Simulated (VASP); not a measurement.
BAs:

```
CELL_PARAMETERS angstrom
0.00000 2.38850 2.38850
2.38850 0.00000 2.38850
2.38850 2.38850 0.00000
ATOMIC_POSITIONS crystal
As 0.75000 0.75000 0.75000
B 0.00000 0.00000 0.00000
```

Base run:

| Quantity | Value |
| --- | --- |
| Program | VASP 6.6.1 |
| Functional | HSE03 |
| Potentials or basis | VASP PAW PBE potentials, release 64 (As, B) |
| Cutoff | 520 eV |
| k mesh | 6 × 6 × 6 |
| Occupations | gaussian, width 0.02 eV |
| Spin | no spin polarisation |

Its results: band gap on the k mesh 1.78 eV, indirect (least direct gap 3.94 eV); pressure -0.2 GPa.

Q: The run is repeated on the same cell with these changes: functional from HSE03 to HSE06. What comes out?

A: Band gap on the k mesh 1.96 eV, indirect (least direct gap 4.13 eV); pressure -0.6 GPa.

Caveats: the PAW data sets were made with another functional, which shifts forces and pressure a little; the mesh misses the band edges, which the band path finds closer together.
